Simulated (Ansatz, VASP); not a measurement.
**One calculation of Si, two programs**

```
CELL_PARAMETERS angstrom
0.01358 2.72352 2.72352
2.72352 0.01358 2.72352
2.72352 2.72352 0.01358
ATOMIC_POSITIONS crystal
Si 0.24967 0.24967 0.24967
Si 0.00033 0.00033 0.00033
```

Change from the starting cell: equal xy, yz and zx engineering shears of +0.5 %.

Alike in both runs: functional PBEsol; k mesh 8 × 8 × 8; no spin polarisation.

Ansatz relaxed the structure, and its values are those at the end. VASP's run is a single point on that final structure, the one shown.

|  | VASP | Ansatz |
| --- | --- | --- |
| version | VASP 6.6.1 | Ansatz 0.2.0 |
| potentials or method | VASP PAW PBE potentials, release 64 (Si), cutoff 520 eV | all-electron LAPW, scalar-relativistic |
| occupations | gaussian, width 0.01 eV | fixed |

```tsv
	VASP	Ansatz	Ansatz less VASP
gap on the k mesh at the Fermi level (eV)	0.48	0.49	+0.008
pressure (GPa)	0.1	0.0	-0.16
```

Ansatz ran all-electron here, so the differences hold the error of VASP's frozen core and of both bases.

Caveats: the PAW data sets were made with another functional, which shifts forces and pressure a little (VASP).
